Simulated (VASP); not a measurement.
Wanted: the native input for a VASP 6.6.1 run.

```yaml
Task: relaxation of cell and atoms
Functional: PBE
Potentials_or_basis: VASP PAW PBE potentials, release 64 (Ti_sv, B)
Cutoff: 520 eV
k_mesh: 13 × 13 × 11
Occupations: gaussian, width 0.1 eV
Spin: no spin polarisation
Further_INCAR_settings: ALGO = Normal; EDIFF = 1e-06; IBRION = 2; EDIFFG = -0.01; NSW = 90; ISIF = 3
```

The structure of TiB2 lies in POSCAR:

```
TiB2
1.0
    3.0292000000      0.0000000000      0.0000000000
   -1.5146000000      2.6233641500      0.0000000000
    0.0000000000      0.0000000000      3.2284000000
Ti B
1 2
Direct
    0.0000000000      0.0000000000      0.0000000000
    0.3333333300      0.6666666700      0.5000000000
    0.6666666700      0.3333333300      0.5000000000
```

These files were run (other wordings do the same):

INCAR

```
SYSTEM = TiB2
PREC = Accurate
ENCUT = 520
EDIFF = 1E-6
ISMEAR = 0
SIGMA = 0.1
LREAL = .FALSE.
LASPH = .TRUE.
NELM = 120
ALGO = Normal
ISIF = 3
LWAVE = .FALSE.
LCHARG = .FALSE.
GGA = PE
IBRION = 2
NSW = 90
EDIFFG = -0.01
```

KPOINTS

```
Automatic mesh
0
G
  13 13 11
  0 0 0
```

Potentials or basis: VASP PAW PBE potentials, release 64 (Ti_sv, B).

The run is started by

```sh
$ cat potpaw_PBE.64/Ti_sv/POTCAR potpaw_PBE.64/B/POTCAR > POTCAR
$ mpirun -np 1 vasp_std > vasp.out
```

Results of the run:

The relaxed volume is 8.56 Å³/atom and the relaxed cell is a = 3.032 Å, b = 3.032 Å, c = 3.225 Å, α = 90.00°, β = 90.00°, γ = 120.00°. The space group after relaxing (to 0.05 Å) is P6/mmm (No. 191). The energy gained by relaxing is 0.0 meV/atom, the ionic steps are 4 and the pressure after relaxing is 0.0 GPa. The band gap on the k mesh is none (metal or under the smearing width).

Wall time 40 s on 1 thread of AMD EPYC 9R45 96-Core Processor (Zen 5), on a shared host, peak memory 0.14 GiB.
